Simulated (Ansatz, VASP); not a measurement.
# PtS2: VASP beside Ansatz, part 2 of 2

One calculation is typed for both programs; each brings its own data sets. How far apart do they land? The cell is taken from a series of runs on this material, whose earlier steps may have relaxed, scaled, displaced or heated it; both programs get it as it stands.

VASP 6.6.1 and Ansatz 0.2.0.

So far: The structure; VASP: single point, PBE.

## 3. Ansatz: single point, PBE

Level of this step: Ansatz beside VASP: Kohn-Sham DFT, plane waves, PBE (Ansatz).

Ansatz runs on its default PAW (the set named soft_2) files.

The same cell, functional, mesh and smearing now go to Ansatz, which takes its cutoff from its data sets.

Contents of input.yaml:

```yaml
crystal:
  lattice:
    - [3.566666511, 0.0, 0.0]
    - [-1.7833332555, 3.0888238053, 0.0]
    - [0.0, 0.0, 27.3652152]
  atoms:
    - { symbol: S, position: [0.3333333333, 0.6666666667, 0.718105142] }
    - { symbol: Pt, position: [0.0, 0.0, 0.6728457604] }
    - { symbol: S, position: [0.6666666667, 0.3333333333, 0.628744439] }
    - { symbol: S, position: [0.3333333333, 0.6666666667, 0.544407501] }
    - { symbol: Pt, position: [0.0, 0.0, 0.5] }
    - { symbol: S, position: [0.6666666667, 0.3333333333, 0.455592499] }
    - { symbol: S, position: [0.3333333333, 0.6666666667, 0.371255561] }
    - { symbol: Pt, position: [0.0, 0.0, 0.3271542396] }
    - { symbol: S, position: [0.6666666667, 0.3333333333, 0.281894858] }
kpoints:
  mp_grid: { grid: [12, 12, 1] }
scf:
  occupations: { method: fermi_dirac, width: 0.02 }
  n_extra_bands: 10
hamiltonian:
  xc: pbe
  pseudopotentials: { kind: paw }
output:
  forces: true
  write_potential: true
  volumetric_format: []
  efg: { contact_densities: true }
  dos:
    projected: true
    de: 0.05
    e_range: [-30, 12]
    method: { smearing: { sigma: 0.12, scheme: gaussian } }
  eigenstates:
    kpoints:
      - [0.33333333, 0.33333333, 0.0]
      - [0.31666667, 0.31666667, 0.0]
      - [0.3, 0.3, 0.0]
      - [0.28333333, 0.28333333, 0.0]
      - [0.26666667, 0.26666667, 0.0]
      - [0.25, 0.25, 0.0]
      - [0.23333333, 0.23333333, 0.0]
      - [0.21666667, 0.21666667, 0.0]
      - [0.2, 0.2, 0.0]
      - [0.18333333, 0.18333333, 0.0]
      - [0.16666667, 0.16666667, 0.0]
      - [0.15, 0.15, 0.0]
      - [0.13333333, 0.13333333, 0.0]
      - [0.11666667, 0.11666667, 0.0]
      - [0.1, 0.1, 0.0]
      - [0.08333333, 0.08333333, 0.0]
      - [0.06666667, 0.06666667, 0.0]
      - [0.05, 0.05, 0.0]
      - [0.03333333, 0.03333333, 0.0]
      - [0.01666667, 0.01666667, 0.0]
      - [0.0, 0.0, 0.0]
      - [0.02777778, 0.0, 0.0]
      - [0.05555556, 0.0, 0.0]
      - [0.08333333, 0.0, 0.0]
      - [0.11111111, 0.0, 0.0]
      - [0.13888889, 0.0, 0.0]
      - [0.16666667, 0.0, 0.0]
      - [0.19444444, 0.0, 0.0]
      - [0.22222222, 0.0, 0.0]
      - [0.25, 0.0, 0.0]
      - [0.27777778, 0.0, 0.0]
      - [0.30555556, 0.0, 0.0]
      - [0.33333333, 0.0, 0.0]
      - [0.36111111, 0.0, 0.0]
      - [0.38888889, 0.0, 0.0]
      - [0.41666667, 0.0, 0.0]
      - [0.44444444, 0.0, 0.0]
      - [0.47222222, 0.0, 0.0]
      - [0.5, 0.0, 0.0]
      - [0.48333333, 0.03333333, 0.0]
      - [0.46666667, 0.06666667, 0.0]
      - [0.45, 0.1, 0.0]
      - [0.43333333, 0.13333333, 0.0]
      - [0.41666667, 0.16666667, 0.0]
      - [0.4, 0.2, 0.0]
      - [0.38333333, 0.23333333, 0.0]
      - [0.36666667, 0.26666667, 0.0]
      - [0.35, 0.3, 0.0]
    e_range: [-8.0, 6.0]
    unfold:
      supercell_matrix: [[1, 0, 0], [0, 1, 0], [0, 0, 1]]
      layers:
        axis: 3
        edges: [0.135724, 0.413424, 0.413524, 0.586476, 0.586576, 0.864275]
```

Run with:

```console
$ ansatz run input.yaml --threads 4 --pin off --max-ram 12288MiB --backend cpu --events-out ev --progress --plain --runs-dir out
```

Numbers of over 12 decimals in the logs are rounded to 6 here.

The log of the run:

```text
scf.n_extra_bands = 10 over 45 filled bands (N_el = 90.0): the run solves 55 bands
Pt: output.efg is read without spin–orbit coupling, which moves field gradients at and beside such atoms by some per cent and up to a factor of two; PAW files take it under magnetization.noncollinear and magnetization.spin_orbit
Engine: ansatz 0.2.0, aarch64-unknown-linux-gnu
Pseudopotentials: kind: paw
Pseudopotential: S, paw, valence charge 6, recommended cutoff 420 eV (normal), S.paw.azcp
Pseudopotential: Pt, paw, valence charge 18, recommended cutoff 420 eV (normal), Pt.paw.azcp
Functional definition: PBE
  parameter kappa = 0.804
  parameter beta = 0.066725
  exchange = pbe_x(kappa = kappa, mu = beta*pi^2/3)
  correlation = pbe_c(beta = beta)
Crystal: 9 atoms, lattice volume = 301.477 Å³
Basis set: ecut = 420 eV, 5821 PW (Γ), exchange–correlation on 48×48×384 points (8 copies of the dense FFT grid, shifted against one another)
Bands: 55, of which v1, the nominal top of the filled ones, is band 45 counted from 1 (44 counted from 0)
Symmetry: 12 space group operations
Space group: P-3m1 (ITA 164), of the structure as read, at distance tolerance 6.7e-5 Å
k-points: 19 of 144
Non-local potential: S, projectors of the file, l = 0: 2, l = 1: 2, l = 2: 2
Non-local potential: Pt, projectors of the file, l = 0: 3, l = 1: 2, l = 2: 2, l = 3: 1
PAW form: soft (Blöchl's): semilocal exchange-correlation on the pseudo side does not see the compensation charge
PAW one-centre angular grid: S, 110 points (default); XC on 64 Gauss nodes
PAW one-centre angular grid: Pt, 590 points (default); XC on 64 Gauss nodes
Initial density: superposition of atomic densities (neutral atoms: chi_scale 0, normalization atom), corrected by the library's trained network
Initial wavefunctions: pseudopotential atomic-orbital guess
Functional: x = pbe(κ = 0.804, μ = 0.219515), c = pbe(β = 0.066725)
SCF iter   1: F=—  HF=-42984.496955 eV  |F-HF|=—  |Δ(HF+E_count)|=         —  Δρ=2.48e-3  dr2=1.74e-2  ethr=1.77e-3  ⟨swp⟩=10.2  Hψ=5127  notcnv=0  defer=1
preconditioner: auto → Resta (q_TF=auto, 2.230 Å⁻¹)  ε∞=4.8  [insulator: Δε(μ)=0.664 eV  Ē_g=8.930 eV  σ=0.020 eV  W_gap=1.00  n_scr=60 (ndim 8)  ℏωp=17.4 eV  f_vac=0.459  D(μ)=0.00/eV (n_scr^D=0)  ε∞_Penn≈4.8  vacuum switching on, ρ_ref=5.8e-3 e/Å³]
SCF iter   2: F=—  HF=-42984.498366 eV  |F-HF|=—  |Δ(HF+E_count)|=   1.41e-3  Δρ=1.23e-3  dr2=6.06e-3  ethr=1.93e-5  ⟨swp⟩=2.9  Hψ=2092  notcnv=0  defer=76
SCF iter   3: F=—  HF=-42984.498733 eV  |F-HF|=—  |Δ(HF+E_count)|=   3.68e-4  Δρ=6.76e-4  dr2=3.19e-3  ethr=6.73e-6  ⟨swp⟩=2.6  Hψ=1443  notcnv=0  defer=76
SCF iter   4: F=—  HF=-42984.498839 eV  |F-HF|=—  |Δ(HF+E_count)|=   1.06e-4  Δρ=2.23e-4  dr2=3.19e-4  ethr=3.55e-6  ⟨swp⟩=2.2  Hψ=1183  notcnv=0  defer=76
SCF iter   5: F=—  HF=-42984.498829 eV  |F-HF|=—  |Δ(HF+E_count)|=   1.02e-5  Δρ=9.28e-5  dr2=2.29e-5  ethr=3.55e-7  ⟨swp⟩=2.2  Hψ=1412  notcnv=0  defer=76
SCF iter   6: F=—  HF=-42984.499055 eV  |F-HF|=—  |Δ(HF+E_count)|=   2.26e-4  Δρ=2.51e-5  dr2=3.17e-6  ethr=2.54e-8  ⟨swp⟩=2.0  Hψ=1575  notcnv=0  defer=76
SCF iter   7: F=—  HF=-42984.499056 eV  |F-HF|=—  |Δ(HF+E_count)|=   5.86e-7  Δρ=1.01e-5  dr2=5.63e-7  ethr=3.52e-9  ⟨swp⟩=2.0  Hψ=1444  notcnv=0  defer=76
SCF iter   8: F=—  HF=-42984.499056 eV  |F-HF|=—  |Δ(HF+E_count)|=   1.54e-7  Δρ=6.58e-6  dr2=2.38e-7  ethr=6.26e-10  ⟨swp⟩=2.1  Hψ=1507  notcnv=0  defer=76
SCF iter   9: F=-42984.499056 eV  HF=-42984.499056 eV  |F-HF|=1.24e-9  |Δ(HF+E_count)|=   3.56e-8  Δρ=1.82e-6  dr2=1.28e-8  ethr=1.11e-10  ⟨swp⟩=16.8  Hψ=8724  notcnv=0
SCF 1 converged in 9 iterations: F = -42984.499056 eV  dr2 = 1.28e-8
  greatest PAW one-centre occupation: 1.000 electrons in one spin orbital (limit 2), on the Pt atom at site 4 (counted from 0), in its partial waves of l = 0
NSCF: frozen V_eff on 48 k-points
SCF converged after 9 iterations
Free energy (F): -42984.499056 eV
Harris-Foulkes:  -42984.499056 eV  (|F-HF|=1.24e-9)
Internal energy: -42984.499056 eV  (E = F + TS)
E sigma→0 (E₀):  -42984.499056 eV
Fermi energy:    3.907019 eV
--- Per-component energies (eV) ---
  E_band       = -1621.479965
  E_kinetic    = 2551.474356
  E_local      = -83577.565244  (includes V_loc(G=0)·N_el)
  E_nonlocal   = 765.908295
  E_hartree    = 40482.852035
  E_xc         = -1368.400785
  E_vxc        = -1433.896497  (∫ρ·V_xc dr)
  E_paw        = -31961.660141  (= ΣΔE_a)
  E_vpaw       = -893.091905  (= ΣTr[D̂ρ^β])
  E_aug_tail   = 0.000563  (compensation charges beyond the density's cutoff)
  E_ewald      = 30122.891866
  E_smearing   = -0.000000  (= −TS)
  E_closure    = 0.000000  (closes the sum)
  Σ components = -42984.499056   (vs F -42984.499056, Δ=0.00e0)
--- Forces (eV/Å), atoms counted from 1 ---
  atom   1  S      0.00000000    -0.00000000     0.09898776
  atom   2  Pt     0.00000000     0.00000000     0.12201996
  atom   3  S      0.00000000     0.00000000     0.06707198
  atom   4  S      0.00000000    -0.00000000    -0.01047097
  atom   5  Pt    -0.00000000     0.00000000     0.00000000
  atom   6  S      0.00000000     0.00000000     0.01047097
  atom   7  S     -0.00000000    -0.00000000    -0.06707198
  atom   8  Pt    -0.00000000    -0.00000000    -0.12201996
  atom   9  S      0.00000000     0.00000000    -0.09898776
  max |Σ_I F_I| component: 2.14e-17 eV/Å
--- PAW observables at the nuclei: V_zz in 10²¹ V/m², potentials from the cell's mean, atoms counted from 1 ---
  atom   1  S  V_zz =    -6.117456   η = 0.0000   by run symmetry: allowed
            electrostatic potential = -1628.833996 V   contact ρ = 19771.926213 e/Å³
  atom   2  Pt V_zz =    +8.199704   η = 0.0000   by run symmetry: allowed
            electrostatic potential = -16104.081498 V   contact ρ = 12084566.703342 e/Å³
  atom   3  S  V_zz =    -4.929000   η = 0.0000   by run symmetry: allowed
            electrostatic potential = -1628.612130 V   contact ρ = 19772.840028 e/Å³
  atom   4  S  V_zz =    -4.701008   η = 0.0000   by run symmetry: allowed
            electrostatic potential = -1628.628494 V   contact ρ = 19772.890129 e/Å³
  atom   5  Pt V_zz =    +8.681037   η = 0.0000   by run symmetry: allowed
            electrostatic potential = -16104.048356 V   contact ρ = 12084570.042393 e/Å³
  atom   6  S  V_zz =    -4.701008   η = 0.0000   by run symmetry: allowed
            electrostatic potential = -1628.628494 V   contact ρ = 19772.890129 e/Å³
  atom   7  S  V_zz =    -4.929000   η = 0.0000   by run symmetry: allowed
            electrostatic potential = -1628.612130 V   contact ρ = 19772.840028 e/Å³
  atom   8  Pt V_zz =    +8.199704   η = 0.0000   by run symmetry: allowed
            electrostatic potential = -16104.081498 V   contact ρ = 12084566.703342 e/Å³
  atom   9  S  V_zz =    -6.117456   η = 0.0000   by run symmetry: allowed
            electrostatic potential = -1628.833996 V   contact ρ = 19771.926213 e/Å³
--- Band table (eV; the first three rows and the last of 19) ---
  k-point 0: bands = [... 41 lower, 2.3723, 2.3723, 2.8096, 3.5438, 5.3823, 5.3823, 5.7758, 5.7758, ... 6 higher]
  k-point 1: bands = [... 41 lower, 2.4177, 2.4413, 3.2372, 3.5897, 5.0766, 5.2410, 5.3700, 5.6666, ... 6 higher]
  k-point 2: bands = [... 41 lower, 2.4580, 2.4681, 3.0827, 3.4994, 4.7405, 4.8603, 4.9933, 5.0601, ... 6 higher]
  k-point 18: bands = [... 41 lower, 1.7973, 1.7973, 2.0415, 2.0415, 4.3166, 4.3166, 4.9232, 4.9232, ... 6 higher]
```

## 4. Side by side

Known differences besides the potentials themselves: the data sets hold 90 valence electrons in Ansatz (on its default PAW (the set named soft_2) files) and 66 in VASP; the cutoff is 420 eV in Ansatz and 400 eV in VASP. Total energies have different zeros and are not compared.

Compared:

| quantity | Ansatz | VASP | difference |
| --- | --- | --- | --- |
| gap on the k mesh (eV) | 0.639 | 0.646 | -0.008 |

Forces (eV/Å; atoms numbered as in POSCAR):

| atom | Ansatz x, y, z | VASP x, y, z |
| --- | --- | --- |
| S1 | 0.000, 0.000, 0.099 | 0.000, 0.000, 0.060 |
| S2 | 0.000, 0.000, 0.067 | 0.000, 0.000, 0.105 |
| S3 | 0.000, 0.000, -0.010 | 0.000, 0.000, -0.051 |
| S4 | 0.000, 0.000, 0.010 | 0.000, 0.000, 0.051 |
| S5 | 0.000, 0.000, -0.067 | 0.000, 0.000, -0.105 |
| S6 | 0.000, 0.000, -0.099 | 0.000, 0.000, -0.060 |
| Pt7 | 0.000, 0.000, 0.122 | 0.000, 0.000, 0.129 |
| Pt8 | 0.000, 0.000, 0.000 | 0.000, 0.000, 0.000 |
| Pt9 | 0.000, 0.000, -0.122 | 0.000, 0.000, -0.129 |

The forces differ by 19 meV/Å r.m.s., which is 37.2 % of the r.m.s. force of 0.050 eV/Å (both taken over all components). A gap on the mesh is an upper bound, since the band edges may lie between its points; neither run holds spin-orbit coupling, which can move the band edges of a compound of Pt. With vacuum in the cell, a pressure given here is an average over mostly empty space and none of the material.

## 5. Further runs

Further runs change the set-up of one program: Ansatz's method, potentials or start, or VASP's data sets, cutoff or form of LDA. The table gives Ansatz less VASP for each quantity, since a change that brings one quantity closer may part another.

| run | r.m.s. force difference (meV/Å) | gap on the k mesh (eV) |
| --- | --- | --- |
| as above | 19 | -0.0075 |
| VASP with the data sets S and Pt_sv_GW and a cutoff of 430 eV | 6.6 | -0.0090 |

## 6. Summary of results

```yaml
r_m_s_force_difference_single_point_pbe: 19 meV/Å
```

**Reading.** The r.m.s. force difference is 19 meV/Å (single point, PBE), beyond the 12 meV/Å picked in this series as the mark of a large difference. The data sets hold unlike numbers of valence electrons (90 in Ansatz and 66 in VASP), so part of the differences comes from the potentials. Single point, PBE, VASP with the data sets S and Pt_sv_GW and a cutoff of 430 eV: r.m.s. force difference goes from 19 to 6.6 meV/Å. Such differences can come from data sets, numerical settings and the points named under the comparisons, not from the functional's error against experiment.

[Lines on the potential files, build, host, timing and source positions are cut from VASP's logs without a mark.]

[Logs are printed without paths, hosts, clocks, repeated set-up lines and the standing remarks that a program may print on its own settings, such as how far it seeks lower states.]

[Hosts, paths, dates, database ids (printed as entryN), source tags and the programs' standing remarks are cut or masked in the printed files.]
